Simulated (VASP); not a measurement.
A run of VASP 6.6.1 is set up as follows.

INCAR

```
PREC = Accurate
ENCUT = 520
EDIFF = 1E-6
ISMEAR = -1
SIGMA = 0.05
LREAL = Auto
LASPH = True
NELM = 100
ALGO = Fast
ISIF = 2
LWAVE = False
LCHARG = False
GGA = PE
IVDW = 12
NBANDS = 56
```

The input KPOINTS:

```
Automatic mesh
0
Gamma
  1 1 1
```

POSCAR

```
HF
1.0
    6.9795320000      0.0000000000      0.0000000000
    0.0000000000      6.9795320000      0.0000000000
    0.0000000000      0.0000000000      6.9795320000
F H
10 10
Direct
    0.5157222576      0.6540123321      0.6466192862
    0.7999676769      0.8526646199      0.9114078136
    0.1919899500      0.6076052091      0.9453212622
    0.2313765450      0.2603756240      1.0007691060
    0.8870508796      0.6935422031      0.5639346592
    0.1537209085      0.7855684307      0.3591931379
    0.8599573725      0.3404096435      0.4452017700
    0.2590288289      0.1134460018      0.3212966142
    0.4385107769      0.8566763502      0.0562645174
    0.6531813308      0.3103073387      0.1386625923
    0.4753470577      0.5246197023      0.6391975852
    0.8151549416      0.8008846438      0.7841643251
    0.2759354066      0.7116809551      0.9845789087
    0.2285969890      0.4034797749      0.9952673045
    0.9832464412      0.7727165661      0.4967668319
    0.2148711404      0.9124823842      0.3486623458
    0.8896011939      0.4665355786      0.4911360819
    0.2580975343      0.1552253074      0.1819176415
    0.5747520034      0.8663618134      0.0160469212
    0.7361238547      0.3238039456      0.2461769643
```

Potentials or basis: VASP PAW PBE potentials, release 64 (F, H).

Run with:

```sh
$ cat potpaw_PBE.64/F/POTCAR potpaw_PBE.64/H/POTCAR > POTCAR
$ mpirun -np 1 vasp_gam > vasp.out
```

Predict the band gap on the k mesh.

6.37 eV, direct.

What does it give for the pressure?

-1.2 GPa.

What does it give for the dispersion energy per atom?

-0.018 eV.

Predict the largest force.

1.176 eV/Å.

Forces on the atoms (eV/Å):
```
F   -0.246 -0.448  0.031
F   -0.209 -0.032 -0.215
F   -0.018  0.104  0.002
F    0.045  0.487 -0.035
F    0.106  0.411  0.231
F   -0.195 -0.121  0.290
F    0.092 -0.054  0.021
F    0.100  0.109 -0.839
F    1.132  0.109 -0.297
F   -0.124 -0.005 -0.194
H    0.111  0.394  0.008
H   -0.117 -0.041  0.316
H    0.319 -0.193  0.024
H   -0.053 -0.630  0.045
H    0.255 -0.588 -0.291
H   -0.053  0.399 -0.162
H   -0.152  0.174  0.017
H   -0.010  0.163  0.907
H   -1.042 -0.253 -0.021
H    0.061  0.013  0.163
```

A hybrid or GW would open this gap; PBE tends to underestimate it.
